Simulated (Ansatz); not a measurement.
Antifluorite K2S, relaxed with r2SCAN in the PAW code Ansatz: it is cubic, Fm-3m (No. 225); conventional cell a = 7.406 Å, 33.84 Å³ an atom. S is surrounded by 8 K at 3.21 Å; K is surrounded by 4 S at 3.21 Å. The primitive cell holds 3 atoms in 101.53 Å³. Spin-unpolarised throughout; all numbers are computed.

Computed values: HSE06 (4×4×4) gives a least gap of 3.31 eV and a least direct gap of 3.50 eV. In PBE's bands the lowest conduction level rises by 0.075 eV from Γ to the point 0.0848 1/Å along Γ–X; the direct gap at Γ is 2.58 eV. PBE's ε∞ is 3.10.

Q: What is the density?

A: The cell holds 1 S, 2 K: M = 1×32.060 + 2×39.098 = 110.26 u in V = 101.53 Å³. ρ = 1.66054 × M/V = 1.66054 × 110.26/101.53 = 1.803 g/cm³, for the static r2SCAN lattice.

Q: At what wavelength does absorption set in by HSE06, excitons left aside?

A: λ = 1239.84 eV nm/E: 375 nm for the least gap, where it needs phonons and is weak, and 354 nm for direct transitions.

Q: Estimate the electron mass at Γ from the rise of PBE's conduction level.

A: A parabola gives m*/mₑ = (ħ²/2mₑ) k²/ΔE = 3.810 × 0.0848²/0.075 = 0.365. The band flattens away from Γ; with E(1 + E/E_g) = ħ²k²/2m* the mass at the edge is 0.365/(1 + 0.075/2.58) = 0.355 (1/E_g is only a rough value for the bending). It is PBE's mass, and a gap that is too small makes it too light.

Q: What refractive index and reflectivity at normal incidence follow, below the gap and above the phonons?

A: n = √3.10 = 1.761; R = ((n − 1)/(n + 1))² = (0.761/2.761)² = 7.6 % a face.

The meshes of the hybrids are coarse, so their gaps aren't converged to the digits shown.
